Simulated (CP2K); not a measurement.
Runs of CP2K 2026.2 on MgO. Symmetry: Fm-3m, No. 225, cubic system. The conventional cell has a = 4.194 Å, b = 4.194 Å, c = 4.194 Å, α = 90.00°, β = 90.00°, γ = 90.00°. Mg (site symmetry m-3m) has 6 O at 2.10 Å as nearest neighbours. O (site symmetry m-3m) has 6 Mg at 2.10 Å as nearest neighbours. The cell is a database's computed one.

```tsv
task	level	potentials or basis	smearing	EPS_DEFAULT	NGRIDS	points a segment of the path (NPOINTS)	bands added on the path	gap on the mesh (eV)	pressure (GPa)
band structure	LDA	GTH_POTENTIALS Mg GTH-PADE-q10, O GTH-PADE-q6; TZVP-MOLOPT-PBE-GTH basis	fermi-dirac 0.1 eV	1.0E-9	5	6	2	(a)	0.3
band structure	PBEsol	POTENTIAL_UZH Mg GTH-PBE-q10, O GTH-PBE-q6; TZVP-MOLOPT-PBE-GTH basis	fermi-dirac 0.05 eV	1.0E-9	5	8	6	4.68	7.0
band structure	TB-mBJ	POTENTIAL_UZH Mg GTH-PBE-q10, O GTH-PBE-q6; TZVP-MOLOPT-PBE-GTH basis	fermi-dirac 0.05 eV	1.0E-9	4	8	4	5.42	-
band structure	r2SCAN	POTENTIAL_UZH Mg GTH-SCAN-q10, O GTH-SCAN-q6; TZVP-MOLOPT-SCAN-GTH basis	fermi-dirac 0.1 eV	1.0E-9	4	6	4	(b)	4.7
single point	PBEsol	POTENTIAL_UZH Mg GTH-PBE-q10, O GTH-PBE-q6; TZVP-MOLOPT-PBE-GTH basis	fermi-dirac 0.05 eV	1.0E-10	5	-	-	4.68	7.0
```

Alike in all rows: no spin polarisation; cell as given; k mesh 11 × 11 × 11.

Q: Estimate the missing entries.

A: (a) 4.73; (b) 5.75.

Caveats: the basis of atomic orbitals isn't converged, which shifts pressures, moduli and gaps; the potentials were made for another functional, which shifts forces and pressure (some runs); this is a model potential without an energy functional, so only levels have meaning (some runs).

